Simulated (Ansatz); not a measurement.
A family in space group Im-3m

These are results of DFT, PBEsol, all-electron LAPW, scalar-relativistic in Ansatz 0.2.0, not measurements.

All cells have space group Im-3m and are held fixed (conventional cell and sites). Prototypes and MP cells are computed structures that needn't be known or stable phases of these compounds. Gaps are the smallest over the k mesh and a high-symmetry path; Bader charges come from PAW runs of the same cells. Semilocal functionals give too small gaps and can close them; gaps under 0.4 eV may also close off the mesh. Rows with a moment start ferromagnetic; other orders may lie lower, and can open a gap.

No spin–orbit coupling, which matters for the heavy atoms here.

Semilocal functionals without a Hubbard term describe localised f shells poorly; where the shell is localised, the real material differs.

Zr: a = 3.62 Å, b = 3.62 Å, c = 3.62 Å; Zr 2a (0.000 0.000 0.000); 14×14×14 mesh, smearing 0.08 eV, COD 9008559, reported
Eu: a = 4.49 Å, b = 4.49 Å, c = 4.49 Å; Eu 2a (0.000 0.000 0.000); 10×10×10 mesh, smearing 0.05 eV, MP-relaxed cell mp-20071
Be: a = 2.51 Å, b = 2.51 Å, c = 2.51 Å; Be 2a (0.000 0.000 0.000); 23×23×23 mesh, smearing 0.03 eV, MP-relaxed cell mp-20
Ba: a = 5.00 Å, b = 5.00 Å, c = 5.00 Å; Ba 2a (0.000 0.000 0.000); 10×10×10 mesh, smearing 0.05 eV, COD 9008528, measured
Li: a = 3.50 Å, b = 3.50 Å, c = 3.50 Å; Li 2a (0.000 0.000 0.000); 15×15×15 mesh, smearing 0.08 eV, COD 9011628, measured
Rb: a = 5.61 Å, b = 5.61 Å, c = 5.61 Å; Rb 2a (0.000 0.000 0.000); 8×8×8 mesh, smearing 0.05 eV, COD 9012874, measured

```csv
compound,P (GPa),gap (eV),cell moment (μB)
Eu,-2.0,none,7.4
Be,-2.1,none,unpolarised run
Ba,-0.6,none,unpolarised run
Li,-0.7,none,unpolarised run
Rb,-0.1,none,unpolarised run
```

(1) Predict the row of Zr (no spin polarisation).

## Answers

(1) P (GPa): -6.7, gap (eV): none.
